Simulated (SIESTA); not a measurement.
Input of a SIESTA 5.4.2 run:

File Se.fdf:

```
SystemName                      Selenium
SystemLabel                     Se
NumberOfSpecies                 1
NumberOfAtoms                   3
%block ChemicalSpeciesLabel
  1  34 Se
%endblock ChemicalSpeciesLabel

UseStructFile                   true

%block kgrid.MonkhorstPack
    7   0   0  0.0
    0   7   0  0.0
    0   0   6  0.0
%endblock kgrid.MonkhorstPack
XC.Functional                   GGA
XC.Authors                      PBE
PAO.BasisSize                   DZP
PAO.EnergyShift                 0.002 Ry
Mesh.Cutoff                     500 Ry
OccupationFunction              FD
ElectronicTemperature           0.05 eV
MaxSCFIterations                120
SCF.MustConverge                false
SCF.Mixer.Method                Pulay
SCF.Mixer.Weight                0.25
SCF.Mixer.History               8
SCF.DM.Tolerance                5.0e-05
SCF.H.Tolerance                 1.0e-03 eV
WriteForces                     true
Charge.Mulliken                 end
```

The input Se.STRUCT_IN:

```
   4.3662000000     0.0000000000     0.0000000000
  -2.1831000000     3.7812401180     0.0000000000
   0.0000000000     0.0000000000     4.9536000000
3
1  34    0.7789440000     0.7780360000     0.0026320000
1  34    0.0091810000     0.2360590000     0.6578350000
1  34    0.2278140000     0.0017800000     0.3273810000
```

Potentials or basis: PseudoDojo 0.4 standard (PBE files), DZP (energy shift 0.002 Ry).

The run is started by

```bash
$ siesta < Se.fdf > Se.out 2>&1
```

**Question.** Estimate the largest force.

**Answer.** 2.200 eV/Å.

**Question.** What does it give for the band gap on the k mesh?

**Answer.** 0.93 eV, indirect (least direct gap 1.16 eV).

**Question.** Predict the pressure.

**Answer.** 8.4 GPa.

Stress tensor (GPa, compression positive):
```
 7.31  0.31  0.74
 0.31  5.53  1.94
 0.74  1.94 12.49
```

Caveat: semicore shells carry a single zeta, which can move pressures by several GPa and volumes by a few percent; an odd mesh through Γ misses points on the zone boundary, where band edges often lie; the basis of atomic orbitals isn't converged, which shifts pressures, moduli and gaps.
